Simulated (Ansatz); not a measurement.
**Computed properties of KF (rocksalt)**

All numbers come from the plane-wave code Ansatz. Calculated for a static, non-magnetic cell.

Rocksalt KF, relaxed with r2SCAN. Space group Fm-3m (No. 225), cubic; conventional cell a = 5.318 Å, 18.80 Å³ an atom. K is surrounded by 6 F at 2.66 Å; F is surrounded by 6 K at 2.66 Å.

```yaml
crystal:
  lattice:
    - [0.00000, 2.65896, 2.65896]
    - [2.65896, 0.00000, 2.65896]
    - [2.65896, 2.65896, 0.00000]
  atoms:
    - { symbol: K, position: [0.00000, 0.00000, 0.00000] }
    - { symbol: F, position: [0.50000, 0.50000, 0.50000] }
```

Relaxed lattice by functional, symmetry kept:
```tsv
functional	k mesh	a (Å)	volume (Å³/atom)
PBE	8×8×8	5.421	19.91
r2SCAN	8×8×8	5.318	18.80
```

Gaps on the r2SCAN cell, each the least over its mesh and the special points:

| level | k mesh | gap (eV) | kind | edges | least direct gap (eV) | rough cost |
| --- | --- | --- | --- | --- | --- | --- |
| PBE | 8×8×8 | 6.26 | direct | Γ | 6.26 | 1.5 core-seconds |
| r2SCAN | 8×8×8 | 6.91 | direct | Γ | 6.91 | 2.5 core-seconds |
| HSE06 | 6×6×6 | 8.26 | direct | Γ | 8.26 | 30 core-seconds |
| PBE0 | 6×6×6 | 9.04 | direct | Γ | 9.04 | 30 core-seconds |
| G0W0@PBE (112 empty bands, 120 eV, 4×4×4) | 4×4×4 | 9.65 | – | Γ (mesh) | – | 8 core-seconds |

PBE: smearing of 0.02 eV; the others have fixed occupations.
Wave cutoffs: 420 eV, 500 eV (r2SCAN).
The G0W0 gap is PBE's gap over the path plus the quasiparticle shift read on the mesh. G0W0 here is at a finite number of bands, screening cutoff and k mesh, not at the basis limit.
Costs come from shared machines and give only the order; PBE's includes the band path. The runs had 2 threads of Arm Neoverse V2, on a shared host.

The HSE06 gap is direct at Γ: 8.26 eV.

r2SCAN covers 32 % of the step from PBE to HSE06, while HSE06 needs about 13 times r2SCAN's cost (on a coarser mesh). All these functionals give a gap of the same kind, direct.

r2SCAN (ground state on 8×8×8): The electronic dielectric tensor ε∞ is 1.94 in all directions. Born charges, averaged over directions: K +1.13, F -1.13 e.

The meshes of the hybrids are coarse, so their gaps aren't converged to the digits shown.
